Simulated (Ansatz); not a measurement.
The calculation used DFT PBE, scalar-relativistic, plane waves, PAW in Ansatz 0.2.0. Settings: cutoff 420 eV, Γ-centred meshes spaced at most about 0.3 Å⁻¹, and about 0.25 Å⁻¹ or finer for metals (2π included), Gaussian smearing. No spin polarisation.

Temperature and zero-point effects are left out.

Two relaxed structures of HgH:

1.

```cif
data_structure
_symmetry_space_group_name_H-M 'P6/mmm'
_symmetry_Int_Tables_number 191
_cell_length_a 6.0325
_cell_length_b 6.0325
_cell_length_c 3.3021
_cell_angle_alpha 90.000
_cell_angle_beta 90.000
_cell_angle_gamma 120.000
_cell_volume 104.07
loop_
_atom_site_label
_atom_site_type_symbol
_atom_site_symmetry_multiplicity
_atom_site_Wyckoff_symbol
_atom_site_fract_x
_atom_site_fract_y
_atom_site_fract_z
_atom_site_occupancy
Hg1 Hg 3 f 0.50000 0.00000 0.00000 1
H1 H 1 a 0.00000 0.00000 0.00000 1
H2 H 2 d 0.33333 0.66667 0.50000 1
```

2.

```cif
data_structure
_symmetry_space_group_name_H-M 'P-6m2'
_symmetry_Int_Tables_number 187
_cell_length_a 3.3531
_cell_length_b 3.3531
_cell_length_c 3.0129
_cell_angle_alpha 90.000
_cell_angle_beta 90.000
_cell_angle_gamma 120.000
_cell_volume 29.34
loop_
_atom_site_label
_atom_site_type_symbol
_atom_site_symmetry_multiplicity
_atom_site_Wyckoff_symbol
_atom_site_fract_x
_atom_site_fract_y
_atom_site_fract_z
_atom_site_occupancy
Hg1 Hg 1 a 0.00000 0.00000 0.00000 1
H1 H 1 f 0.66667 0.33333 0.50000 1
```

Question: Which would you expect to be lower, and how large is the difference?

Answer: Cell 2 is lower, by 132 meV/atom. Cell 1 has space group P6/mmm (No. 191), 17.3 Å³/atom and no gap on its mesh; cell 2 has the tungsten carbide type, space group P-6m2 (No. 187), 14.7 Å³/atom and no gap. Counting H atoms around Hg (those within 1.25 times the shortest such distance or 1.15 times the sum of covalent radii; the shortest distance is added where it is long for a bond), cell 1 has Hg 4 from 2.4 Å and cell 2 has Hg 6 from 2.5 Å. The denser one is the lower, and pressure would at first widen the difference. Even the lower one lies +0.71 eV/atom against the reference forms of the elements (uncorrected), so neither is stable at this level. In cell 1, around Hg lie 4 H at 2.40 Å, 4 Hg at 3.02 Å and 2 H at 3.02 Å; around H on a site of symmetry 6/mmm lie 6 Hg at 3.02 Å and 2 H at 3.30 Å (long contacts); H on a site of symmetry -6m2 has 6 Hg at 2.40 Å. In cell 2, Hg has 6 H at 2.45 Å; H is surrounded by 6 Hg at 2.45 Å. Both come from invented guesses.

These runs have no spin–orbit coupling, which can matter for Hg. With hydrogen, zero-point motion can shift such differences by 10 meV/atom or more. Cells relaxed within their symmetry can be saddle points.
